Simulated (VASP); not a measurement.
# MnO (Fm-3m) in VASP: settings compared, part 2 of 4

VASP 6.6.1. The steps go on from the part before.

## (6) Equation of state, PBEsol, collinear spin, ferromagnetic start, 11.22 Å³/atom (volume scaled by 1.02)

The input, INCAR:

```
PREC = Accurate
ENCUT = 520
EDIFF = 1E-7
ISMEAR = -1
SIGMA = 0.05
LREAL = False
LASPH = True
NELM = 120
ALGO = Normal
ISIF = 2
LWAVE = False
LCHARG = False
ISPIN = 2
MAGMOM = 4 0
LORBIT = 11
LMAXMIX = 4
GGA = PS
NBANDS = 20
```

The input, KPOINTS:

```
Automatic mesh
0
Gamma
  10 10 10
```

The input, POSCAR:

```
MnO
1.0
    0.0000000000      2.2386359976      2.2386359976
    2.2386359976      0.0000000000      2.2386359976
    2.2386359976      2.2386359976      0.0000000000
Mn O
1 1
Direct
    0.0000000000      0.0000000000      0.0000000000
    0.5000000000      0.5000000000      0.5000000000
```

Potentials or basis: VASP PAW PBE potentials, release 64 (Mn_pv, O).

Run with:

```console
cat potpaw_PBE.64/Mn_pv/POTCAR potpaw_PBE.64/O/POTCAR > POTCAR
mpirun -np 1 vasp_std > vasp.out
```

Run time: 15 s. Hardware: 1 thread of Intel Xeon 6975P-C (Granite Rapids), shared host; peak memory 0.16 GiB.

Results (log left out):

| Property | Result |
| --- | --- |
| Free energy | -17.1953 eV |
| Pressure | -9.0 GPa |
| Band gap on the k mesh | none (metal or under the smearing width) |
| Net moment | 4.80 μB per cell |
| Site moments | Mn +4.35; O +0.20 μB |
| Valence electrons inside the program's atomic spheres | Mn 11.34; O 4.94 |

Caveat: the PAW data sets were made with another functional, which shifts forces and pressure a little; a cell with one magnetic atom can't hold antiferromagnetic order, which such compounds often take; semilocal functionals often make such compounds metallic where correlation or magnetic order opens a gap, which also shifts bond lengths.

## (7) Equation of state, PBEsol, collinear spin, ferromagnetic start, 11.44 Å³/atom (volume scaled by 1.04)

INCAR is that of step 6.

KPOINTS is that of step 6.

The input, POSCAR:

```
MnO
1.0
    0.0000000000      2.2531730023      2.2531730023
    2.2531730023      0.0000000000      2.2531730023
    2.2531730023      2.2531730023      0.0000000000
Mn O
1 1
Direct
    0.0000000000      0.0000000000      0.0000000000
    0.5000000000      0.5000000000      0.5000000000
```

Run with:

```console
cat potpaw_PBE.64/Mn_pv/POTCAR potpaw_PBE.64/O/POTCAR > POTCAR
mpirun -np 1 vasp_std > vasp.out
```

Wall time 14 s (1 thread of Intel Xeon 6975P-C (Granite Rapids), shared host); peak memory 0.16 GiB.

The run converged. Its results:

| Property | Result |
| --- | --- |
| Free energy | -17.1682 eV |
| Pressure | -11.1 GPa |
| Band gap on the k mesh | none (metal or under the smearing width) |
| Net moment | 4.82 μB per cell |
| Site moments | Mn +4.37; O +0.20 μB |
| Valence electrons inside the program's atomic spheres | Mn 11.32; O 4.93 |

Caveat: the PAW data sets were made with another functional, which shifts forces and pressure a little; a cell with one magnetic atom can't hold antiferromagnetic order, which such compounds often take; semilocal functionals often make such compounds metallic where correlation or magnetic order opens a gap, which also shifts bond lengths.

## (8) Equation of state, PBEsol, collinear spin, ferromagnetic start, 11.66 Å³/atom (volume scaled by 1.06)

INCAR is that of step 7.

KPOINTS is that of step 7.

The input, POSCAR:

```
MnO
1.0
    0.0000000000      2.2675248097      2.2675248097
    2.2675248097      0.0000000000      2.2675248097
    2.2675248097      2.2675248097      0.0000000000
Mn O
1 1
Direct
    0.0000000000      0.0000000000      0.0000000000
    0.5000000000      0.5000000000      0.5000000000
```

Run with:

```console
cat potpaw_PBE.64/Mn_pv/POTCAR potpaw_PBE.64/O/POTCAR > POTCAR
mpirun -np 1 vasp_std > vasp.out
```

Wall time 14 s (1 thread of Intel Xeon 6975P-C (Granite Rapids), shared host); peak memory 0.17 GiB.

Results (log left out):

* Free energy: -17.1362 eV
* Pressure: -12.6 GPa
* Band gap on the k mesh: none (metal or under the smearing width)
* Net moment: 4.86 μB per cell
* Site moments: Mn +4.40; O +0.20 μB
* Valence electrons inside the program's atomic spheres: Mn 11.30; O 4.92

Caveat: the PAW data sets were made with another functional, which shifts forces and pressure a little; a cell with one magnetic atom can't hold antiferromagnetic order, which such compounds often take; semilocal functionals often make such compounds metallic where correlation or magnetic order opens a gap, which also shifts bond lengths.

## (9) Single point, PBEsol, collinear spin, ferromagnetic start (atoms moved at random, drawn with an rms of 0.05 Å)

INCAR is that of step 8.

KPOINTS is that of step 8.

The input, POSCAR:

```
MnO
1.0
    0.0000000000      2.2239077028      2.2239077028
    2.2239077028      0.0000000000      2.2239077028
    2.2239077028      2.2239077028      0.0000000000
Mn O
1 1
Direct
   -0.0126510000     -0.0075210000      0.0171370000
    0.5049650000      0.5119520000      0.4910400000
```

Potentials or basis: VASP PAW PBE potentials, release 64 (Mn_pv, O).

Run with:

```console
cat potpaw_PBE.64/Mn_pv/POTCAR potpaw_PBE.64/O/POTCAR > POTCAR
mpirun -np 1 vasp_std > vasp.out
```

OUTCAR:

```text
PREC = Accurate
   ENCUT = 520
   EDIFF = 1E-7
   ISMEAR = -1
   LREAL = False
   LASPH = True
   NELM = 120
   ISIF = 2
   ISPIN = 2
   LORBIT = 11
   GGA = PS

 ion  position               nearest neighbor table
   1  0.987  0.992  0.017-   2 2.14   2 2.21   2 2.21   2 2.24   2 2.24   2 2.31
   2  0.505  0.512  0.491-   1 2.14   1 2.21   1 2.21   1 2.24   1 2.24   1 2.31

  LATTYP: Found a face centered cubic cell.
 ALAT       =     4.4478154056

  Lattice vectors:

 A1 = (   0.0000000000,   2.2239077028,   2.2239077028)
 A2 = (   2.2239077028,   0.0000000000,   2.2239077028)
 A3 = (   2.2239077028,   2.2239077028,   0.0000000000)

Analysis of symmetry for initial positions (statically):
=====================================================================
 Subroutine PRICEL returns:
 Original cell was already a primitive cell.

 Routine SETGRP: Setting up the symmetry group for a
 face centered cubic supercell.

 Subroutine GETGRP returns: Found  1 space group operations
 (whereof  1 operations were pure point group operations)
 out of a pool of 48 trial point group operations.

The static configuration has the point symmetry C_1 .

Analysis of symmetry for dynamics (positions and initial velocities):
=====================================================================
 Subroutine PRICEL returns:
 Original cell was already a primitive cell.

 Routine SETGRP: Setting up the symmetry group for a
 face centered cubic supercell.

 Subroutine GETGRP returns: Found  1 space group operations
 (whereof  1 operations were pure point group operations)
 out of a pool of 48 trial point group operations.

The dynamic configuration has the point symmetry C_1 .

Analysis of structural, dynamic, and magnetic symmetry:
=====================================================================
 Subroutine PRICEL returns:
 Original cell was already a primitive cell.

 Routine SETGRP: Setting up the symmetry group for a
 face centered cubic supercell.

 Subroutine GETGRP returns: Found  1 space group operations
 (whereof  1 operations were pure point group operations)
 out of a pool of 48 trial point group operations.

The overall configuration has the point symmetry C_1 .

 Subroutine INISYM returns: Found  1 space group operations
 (whereof  1 operations are pure point group operations),
 and found     1 'primitive' translations

----------------------------------------------------------------------------------------

                                     Primitive cell

  volume of cell :      21.9979

  direct lattice vectors                    reciprocal lattice vectors
     0.000000000  2.223907703  2.223907703    -0.224829474  0.224829474  0.224829474
     2.223907703  0.000000000  2.223907703     0.224829474 -0.224829474  0.224829474
     2.223907703  2.223907703  0.000000000     0.224829474  0.224829474 -0.224829474

  length of vectors
     3.145080435  3.145080435  3.145080435     0.389416073  0.389416073  0.389416073

  position of ions in fractional coordinates (direct lattice)
     0.987349000  0.992479000  0.017137000
     0.504965000  0.511952000  0.491040000

  ion indices of the primitive-cell ions
   primitive index   ion index
[... 65 lines left out ...]
   PREC   = accura    normal or accurate (medium, high low for compatibility)
   ISTART =      0    job   : 0-new  1-cont  2-samecut
   ICHARG =      2    charge: 1-file 2-atom 10-const
   ISPIN  =      2    spin polarized calculation?
   LNONCOLLINEAR =      F non collinear calculations
   LSORBIT =      F    spin-orbit coupling
   LASPH  =      T    aspherical Exc in radial PAW
   ENCUT  =  520.0 eV  38.22 Ry    6.18 a.u.   5.85  5.85  5.85*2*pi/ulx,y,z
   NELM   =    120;   NELMIN=  2; NELMDL= -5     # of ELM steps
   EDIFF  = 0.1E-06   stopping-criterion for ELM
   LREAL  =      F    real-space projection
   EDIFFG = 0.1E-05   stopping-criterion for IOM
   NSW    =      0    number of steps for IOM
   IBRION =     -1    ionic relax: 0-MD 1-quasi-New 2-CG
   NFREE  =      0    steps in history (QN), initial steepest desc. (CG)
   ISIF   =      2    stress and relaxation
   ISYM   =      2    0-nonsym 1-usesym 2-fastsym
   POTIM  = 0.5000    time-step for ionic-motion
   TEBEG  =    0.0;   TEEND  =   0.0 temperature during run
   PSTRESS=    0.0 pullay stress
   NELECT =      19.0000    total number of electrons
   NUPDOWN=      -1.0000    fix difference up-down
   EMIN   =  10.00;   EMAX   =-10.00  energy-range for DOS
   EFERMI =   0.00;   METHOD = LEGACY
   ISMEAR =    -1;   SIGMA  =   0.05  broadening in eV -4-tet -1-fermi 0-gaus
   EFERMI_NEDOS =   21; number of points for ismear=-14 and -15
   IALGO  =     38    algorithm
   IMIX   =      4    mixing-type and parameters
     AMIX     =   0.40;   BMIX     =  1.00
     AMIX_MAG =   1.60;   BMIX_MAG =  1.00
  volume/ion in A,a.u.               =      11.00        74.22
  Fermi-wavevector in a.u.,A,eV,Ry     =   1.559071  2.946217 33.071721  2.430703
  Thomas-Fermi vector in A             =   2.662483
   LORBIT       =     11    0 simple, 1 ext, 2 COOP (PROOUT), +10 PAW based schemes
   GGA     = PS    functional components
   LHFCALC =     F    Hartree Fock is set to
   AEXX    =    0.0000 exact exchange contribution
   IVDW    =     0    specifies the selected vdW correction
   LEPSILON=     F    determine dielectric tensor
   LRPA    =     F    only Hartree local field effects (RPA)
 spin polarized calculation
  energy-cutoff  :      520.00
  volume of cell :       22.00
 maximum number of plane-waves:       609
   NGX = 11   NGY = 11   NGZ = 11

 number of electron      19.0000000 magnetization       4.7755334

 Free energy of the ion-electron system (eV)
  ---------------------------------------------------
  ext. energy  EPLUGINS =         0.00000000
  ---------------------------------------------------
  free energy    TOTEN  =       -17.20437142 eV

  energy without entropy =      -17.19609062  energy(sigma->0) =      -17.20023102

 E-fermi :   7.3802     XC(G=0): -12.0919

 val. band max:        7.3796255937   @ k =   0.0000  -0.2000   0.2000
 cond. band min:       7.3806737481   @ k =   0.1000   0.1000   0.4000
 fundamental gap:      0.0010481544
 Fermi energy:         7.3802148759

 spin component 1

 k-point     1 :       0.0000    0.0000    0.0000
  band No.  band energies     occupation
      1     -42.8140      1.00000
      2     -42.8120      1.00000
      3     -42.8117      1.00000
      4     -12.8395      1.00000
      5       3.4001      1.00000
      6       3.4525      1.00000
[... 541 lines left out ...]
     19      28.4881      0.00000
     20      28.5180      0.00000

 [... further k-points ...]

 spin component 2

 k-point     1 :       0.0000    0.0000    0.0000
  band No.  band energies     occupation
      1     -38.2073      1.00000
      2     -38.2035      1.00000
      3     -38.2034      1.00000
      4     -12.3602      1.00000
      5       3.9748      1.00000
      6       4.0098      1.00000
[... 541 lines left out ...]
     19      30.6057      0.00000
     20      30.6401      0.00000

 [... further k-points ...]

------------------------ aborting loop because EDIFF is reached ----------------------------------------

  FORCE on cell =-STRESS in cart. coord.  units (eV):
  Direction    XX          YY          ZZ          XY          YZ          ZX
  --------------------------------------------------------------------------------------
  -------------------------------------------------------------------------------------
  Total       -0.9024532     -0.8993384     -0.7482494     -0.0018697      0.0093734      0.0072067
  in kB      -65.7286949    -65.5018326    -54.4975137     -0.1361798      0.6826964      0.5248890
  external PRESSURE =     -61.9093471 kB  Pullay stress =       0.0000000 kB

 VOLUME and BASIS-vectors are now :
 -----------------------------------------------------------------------------
  energy-cutoff  :      520.00
  volume of cell :       22.00
      direct lattice vectors                 reciprocal lattice vectors
     0.000000000  2.223907703  2.223907703    -0.224829474  0.224829474  0.224829474
     2.223907703  0.000000000  2.223907703     0.224829474 -0.224829474  0.224829474
     2.223907703  2.223907703  0.000000000     0.224829474  0.224829474 -0.224829474

 POSITION                                       TOTAL-FORCE (eV/Angst)
 -----------------------------------------------------------------------------------
      2.24529      2.23388      4.40295        -0.045404     -0.057672      0.279409
      2.23056      2.21502      2.26153         0.045404      0.057672     -0.279409
 -----------------------------------------------------------------------------------
    total drift:                               -0.000779      0.000028      0.000079

  FREE ENERGIE OF THE ION-ELECTRON SYSTEM (eV)
  ---------------------------------------------------
  free  energy   TOTEN  =       -17.2043714216 eV

  energy  without entropy=      -17.1960906208  energy(sigma->0) =      -17.20023102

 total charge

# of ion       s       p       d       tot
------------------------------------------
    1        0.207   6.182   4.973  11.361
    2        1.556   3.393   0.000   4.950
--------------------------------------------------
tot          1.763   9.575   4.973  16.311

 magnetization (x)

# of ion       s       p       d       tot
------------------------------------------
    1        0.033   0.027   4.262   4.322
    2        0.030   0.172   0.000   0.202
--------------------------------------------------
tot          0.063   0.199   4.262   4.524
```

OSZICAR:

```text
N       E                     dE             d eps       ncg     rms          rms(c)
DAV:   1     0.167424129545E+03    0.16742E+03   -0.10208E+04 40452   0.114E+03
DAV:   2    -0.109785279919E+02   -0.17840E+03   -0.16621E+03 41616   0.325E+02
DAV:   3    -0.193414659300E+02   -0.83629E+01   -0.82709E+01 45264   0.761E+01
DAV:   4    -0.194027208111E+02   -0.61255E-01   -0.61240E-01 46292   0.672E+00
DAV:   5    -0.194032509559E+02   -0.53014E-03   -0.53014E-03 45224   0.626E-01    0.135E+01
DAV:   6    -0.175614848193E+02    0.18418E+01   -0.96743E+00 55800   0.352E+01    0.134E+01
DAV:   7    -0.172172248939E+02    0.34426E+00   -0.12888E+00 46080   0.166E+01    0.788E+00
DAV:   8    -0.172189133312E+02   -0.16884E-02   -0.11875E-01 45012   0.256E+00    0.479E+00
DAV:   9    -0.171983093365E+02    0.20604E-01   -0.41399E-02 43188   0.217E+00    0.149E+00
DAV:  10    -0.172042807783E+02   -0.59714E-02   -0.73244E-03 43016   0.102E+00    0.234E-01
DAV:  11    -0.172042480245E+02    0.32754E-04   -0.14795E-03 47104   0.349E-01    0.167E-01
DAV:  12    -0.172043619531E+02   -0.11393E-03   -0.10727E-04 49132   0.129E-01    0.445E-02
DAV:  13    -0.172043643835E+02   -0.24304E-05   -0.14793E-05 46256   0.340E-02    0.286E-02
DAV:  14    -0.172043717688E+02   -0.73853E-05   -0.50491E-06 45196   0.187E-02    0.628E-03
DAV:  15    -0.172043714040E+02    0.36479E-06   -0.62819E-07 46496   0.705E-03    0.135E-03
DAV:  16    -0.172043714216E+02   -0.17549E-07   -0.52253E-08 27592   0.192E-03
   1 F= -.17204371E+02 E0= -.17200231E+02  d E =-.828080E-02  mag=     4.7756
```

Wall time 2.1 min (1 thread of Intel Xeon 6975P-C (Granite Rapids), shared host); peak memory 0.41 GiB.

Results:

```yaml
Free_energy: -17.2044 eV
Pressure: -6.2 GPa
Largest_force: 0.289 eV/Å
Band_gap_on_the_k_mesh: none (metal or under the smearing width)
Net_moment: 4.78 μB per cell
Site_moments: Mn +4.32; O +0.20 μB
Valence_electrons_inside_the_program's_atomic_spheres: Mn 11.36; O 4.95
```

Forces in eV/Å, atoms in the order of the input:
```
Mn  -0.045 -0.058  0.279
O    0.045  0.058 -0.279
```

Levels at points of the mesh, in eV from the Fermi level:
Spin up:
```tsv
k point	band 8	band 9	band 10	band 11	band 12	band 13	band 14	band 15	band 16	band 17
(0.00, 0.00, 0.00)	-3.21	-3.06	-3.04	-2.66	-2.47	-0.62	13.74	16.13	16.13	16.18
(0.50, 0.00, 0.00)	-2.30	-2.30	-1.86	0.18	0.21	3.37	7.62	11.73	11.76	18.29
(0.00, 0.50, 0.00)	-2.30	-2.30	-1.86	0.19	0.22	3.37	7.62	11.72	11.76	18.29
(0.00, 0.00, 0.50)	-2.30	-2.30	-1.86	0.21	0.22	3.36	7.62	11.71	11.74	18.29
(0.50, 0.50, 0.50)	-2.31	-2.30	-1.87	0.17	0.20	3.38	7.63	11.73	11.77	18.28
(0.50, 0.50, 0.00)	-4.21	-2.25	-2.02	-2.02	-1.90	4.83	7.79	10.26	13.52	13.53
(0.00, 0.50, 0.50)	-4.03	-2.20	-2.02	-2.02	-1.90	4.87	7.71	10.19	13.55	13.61
(0.50, 0.00, 0.50)	-4.03	-2.20	-2.02	-2.02	-1.90	4.87	7.71	10.20	13.55	13.60
```
Spin down:
```csv
k point,band 4,band 5,band 6,band 7,band 8,band 9,band 10,band 11
"(0.00, 0.00, 0.00)",-19.74,-3.41,-3.37,-3.37,0.69,0.71,0.74,0.75
"(0.50, 0.00, 0.00)",-18.77,-7.40,-4.85,-4.83,1.90,1.94,1.95,3.51
"(0.00, 0.50, 0.00)",-18.77,-7.40,-4.85,-4.83,1.90,1.94,1.96,3.52
"(0.00, 0.00, 0.50)",-18.77,-7.40,-4.86,-4.84,1.91,1.94,1.96,3.58
"(0.50, 0.50, 0.50)",-18.77,-7.40,-4.83,-4.83,1.90,1.94,1.95,3.48
"(0.50, 0.50, 0.00)",-18.80,-6.43,-4.33,-4.33,-0.88,1.95,2.13,2.39
"(0.00, 0.50, 0.50)",-18.80,-6.44,-4.37,-4.35,-0.83,1.97,2.14,2.39
"(0.50, 0.00, 0.50)",-18.80,-6.44,-4.37,-4.35,-0.83,1.97,2.14,2.39
```

Caveat: the PAW data sets were made with another functional, which shifts forces and pressure a little; a cell with one magnetic atom can't hold antiferromagnetic order, which such compounds often take; semilocal functionals often make such compounds metallic where correlation or magnetic order opens a gap, which also shifts bond lengths.

## (10) Equation of state, PBEsol, collinear spin, ferromagnetic start

Potentials or basis: VASP PAW PBE potentials, release 64 (Mn_pv, O).

This step only gathers the single runs of the series.

Results:

```
Equilibrium volume : outside the volumes run
```

Energy against volume, from the lowest point:
| volume (Å³/atom) | energy (meV/atom) |
| --- | --- |
| 10.339 | 0.00 |
| 10.559 | 3.46 |
| 10.779 | 9.62 |
| 10.999 | 17.27 |
| 11.219 | 27.46 |
| 11.439 | 41.00 |
| 11.659 | 56.96 |

Caveat: the PAW data sets were made with another functional, which shifts forces and pressure a little.

(Continued in part 3 of 4.)
